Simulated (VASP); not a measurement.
A run of VASP 6.6.1:

File INCAR:

```
  ALGO = Fast
  EDIFF = 1E-7
  ENCUT = 520
  GGA = PS
  ICORELEVEL = 1
  ISIF = 2
  ISMEAR = 0
  KPAR = 2
  LASPH = True
  LCHARG = False
  LMAXMIX = 4
  LREAL = False
  LWAVE = False
  NBANDS = 33
  NELM = 80
  PREC = Accurate
  SIGMA = 0.03
```

Contents of KPOINTS:

```
k-points
0
Gamma
  6 6 10
```

POSCAR

```
TiO2                                    
1.0
    4.5927071378      0.0000000000      0.0000000000
    0.0000000000      4.5927071378      0.0000000000
    0.0000000000      0.0000000000      2.9417409249
  Ti              O             
     2     4
Direct
     0.0000000000000000    0.0000000000000000    0.0000000000000000
     0.5000000000000000    0.5000000000000000    0.5000000000000000
     0.3043249358208021    0.3043249358208021    1.0000000000000000
     0.1956750641791979    0.8043249358208020    0.5000000000000000
     0.6956750641791980    0.6956750641791980    0.0000000000000000
     0.8043249358208020    0.1956750641791979    0.5000000000000000
```

File KPOINTS_OPT:

```
explicit points
141
Reciprocal
 0.0000000000  0.0000000000  0.0000000000 1
 0.0000000000  0.0357142857  0.0000000000 1
 0.0000000000  0.0714285714  0.0000000000 1
 0.0000000000  0.1071428571  0.0000000000 1
 0.0000000000  0.1428571429  0.0000000000 1
 0.0000000000  0.1785714286  0.0000000000 1
[... 133 lines left out ...]
 0.0000000000  0.5000000000  0.0000000000 1
 0.0000000000  0.0000000000  0.5000000000 1
```

Potentials or basis: VASP PAW PBE potentials, release 64 (Ti_sv, O).

The run is started by

```bash
$ cat potpaw_PBE.64/Ti_sv/POTCAR potpaw_PBE.64/O/POTCAR > POTCAR
$ mpirun -np 2 vasp_std > vasp.out
```

Hardware: 2 MPI ranks on Intel(R) Xeon(R) Platinum 8488C (Sapphire Rapids), with other jobs on the host.

Task: How long does it take, and how much memory?

Result: Run time: 2.3 min on 2 MPI ranks on Intel(R) Xeon(R) Platinum 8488C (Sapphire Rapids) (shared host), peak memory 0.28 GiB a rank. Counts: scf iterations 60, k points 60.
